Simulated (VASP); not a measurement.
AlGaN2:

```
CELL_PARAMETERS angstrom
3.56464 0.00000 0.00000
0.00000 3.56464 0.00000
0.00000 0.00000 3.48733
ATOMIC_POSITIONS crystal
Al 0.50000 0.50000 0.00000
Ga 0.00000 0.00000 0.00000
N 0.00000 0.50000 0.50000
N 0.50000 0.00000 0.50000
```

The cell was built by a generator and needn't be a form met in nature.

```yaml
Program: VASP 6.6.1
Task: relaxation of cell and atoms
Functional: PBE
Potentials_or_basis: VASP PAW PBE potentials, release 64 (Al, Ga_d, N)
Cutoff: 520 eV
k_mesh: 4 × 4 × 5
Occupations: gaussian, width 0.15 eV
Spin: no spin polarisation
```

At the start: pressure -0.7 GPa; volume 11.08 Å³/atom.

Task: Where does the relaxation end?

Result: Over 10 steps the energy falls by 684.9 meV/atom and the volume is 9.65 Å³/atom (-12.9 %); space group P4/mmm (No. 123, to 0.05 Å).

Step by step:
| step | energy change (eV) | largest force (eV/Å) | pressure (GPa) | volume (Å³) |
| --- | --- | --- | --- | --- |
| 1 | 0.0000 | 0.0000 | -0.73 | 44.31 |
| 2 | -2.0966 | 0.0000 | -13.02 | 43.44 |
| 3 | 6.9406 | 0.0000 | 102.92 | 34.60 |
| 4 | -2.5494 | 0.0000 | -13.72 | 42.61 |
| 5 | -2.6249 | 0.0000 | 9.28 | 36.66 |
| 6 | -2.7185 | 0.0000 | -1.35 | 39.07 |
| 7 | -2.7180 | 0.0000 | -3.90 | 39.23 |
| 8 | -2.7184 | 0.0000 | -2.00 | 39.14 |
| 9 | -2.7375 | 0.0000 | 0.08 | 38.46 |
| 10 | -2.7396 | 0.0000 | -0.02 | 38.61 |

Final structure:
```xyz
4
Lattice="3.7663 0.0000 0.0000 0.0000 3.7663 0.0000 0.0000 0.0000 2.7221" Properties=species:S:1:pos:R:3 pbc="T T T"
Al    1.8832    1.8832    0.0000
Ga    0.0000    0.0000    0.0000
N     0.0000    1.8832    1.3610
N     1.8832    0.0000    1.3610
```

Caveat: the k mesh is coarse (spacing up to 0.44 Å⁻¹), so the values aren't converged.
